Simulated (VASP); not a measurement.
# A VASP 6.6.1 single-point calculation on HgSe

INCAR

```
ISIF = 2
ISMEAR = -1
EDIFF = 1E-7
LWAVE = .FALSE.
TIME = 0.1
AMIX = 0.2
ALGO = Damped
PREC = Accurate
LREAL = .FALSE.
NELM = 58
IBRION = -1
ENCUT = 520
LASPH = .FALSE.
SIGMA = 0.02
NSW = 0
NBANDS = 16
LCHARG = .FALSE.
GGA = CA
```

KPOINTS

```
KPOINTS created by Atomic Simulation Environment
0
Gamma
8 8 8
0 0 0
```

POSCAR

```
Hg Se
 1.0000000000000000
    -0.0000000000000000    3.0926650950901058    3.0926650950901058
     3.0926650950901058    0.0000000000000000    3.0926650950901058
     3.0926650950901058    3.0926650950901058    0.0000000000000000
 Hg  Se
   1   1
Cartesian
  0.0000000000000000  0.0000000000000000 -0.0000000000000000
  1.5463325475450529  1.5463325475450529  1.5463325475450529
```

The recommended LDA PAW datasets give the neutral cell 18 valence electrons.

Command

```
mpirun -np 1 vasp_std
```

Predict the outcome of this run.

It converged. Results: gap between bands v and c on the k mesh 0.00 eV; least direct gap on the k mesh 0.00 eV; pressure -2.6 GPa. Band v is the last that the valence electrons fill when counted band by band, and c is the next.

OSZICAR

```
N       E                     dE             d eps       ncg     rms           ort
DAV:   1     0.176391102280E+03    0.17639E+03   -0.83857E+03   464   0.106E+03
DAV:   2     0.244993443505E+02   -0.15189E+03   -0.13446E+03   464   0.285E+02
DAV:   3    -0.210647285629E+01   -0.26606E+02   -0.25740E+02   464   0.123E+02
DAV:   4    -0.521114724224E+01   -0.31047E+01   -0.30482E+01   464   0.480E+01
DAV:   5    -0.567426652470E+01   -0.46312E+00   -0.45754E+00   464   0.156E+01
SDA:   6    -0.504627795598E+01    0.62799E+00   -0.15245E+00   464   0.152E+01   0.000E+00
DMP:   7    -0.518153937946E+01   -0.13526E+00   -0.16514E+00   464   0.902E+00   0.118E+01
DMP:   8    -0.531504726863E+01   -0.13351E+00   -0.10168E+00   464   0.371E+00   0.102E+01
DMP:   9    -0.538961573668E+01   -0.74568E-01   -0.44099E-01   464   0.141E+00   0.473E+00
DMP:  10    -0.541864307574E+01   -0.29027E-01   -0.18606E-01   464   0.991E-01   0.137E+00
...
DMP:  29    -0.546850970462E+01   -0.40851E-05   -0.24543E-05   464   0.141E-04   0.165E-04
DMP:  30    -0.546851112758E+01   -0.14230E-05   -0.16794E-05   464   0.143E-04   0.387E-05
DMP:  31    -0.546851238837E+01   -0.12608E-05   -0.18315E-05   464   0.130E-04   0.842E-05
DMP:  32    -0.546851392817E+01   -0.15398E-05   -0.16893E-05   464   0.897E-05   0.125E-04
DMP:  33    -0.546851531786E+01   -0.13897E-05   -0.11586E-05   464   0.467E-05   0.109E-04
DMP:  34    -0.546851620992E+01   -0.89206E-06   -0.58444E-06   464   0.187E-05   0.626E-05
DMP:  35    -0.546851661378E+01   -0.40386E-06   -0.21785E-06   464   0.761E-06   0.223E-05
DMP:  36    -0.546851673961E+01   -0.12583E-06   -0.80515E-07   464   0.593E-06   0.335E-06
DMP:  37    -0.546851678370E+01   -0.44088E-07   -0.67880E-07   464   0.631E-06   0.757E-07
   1 F= -.54685168E+01 E0= -.54684404E+01  d E =-.152854E-03
```

Standard output (part)

```
POSCAR found type information on POSCAR HgSe
 POSCAR found :  2 types and       2 ions
 LDA part: xc-table for (Slater(with rela. corr.)+CA(PZ))
 , standard interpolation
 POSCAR, INCAR and KPOINTS ok, starting setup
 WAVECAR not read
 entering main loop
 final diagonalization occupied
```

For comparison, a separate LDA run of the intended cell, on usual settings and not on those above, gives a gap of 0.00 eV on its mesh and a pressure of -2.6 GPa.
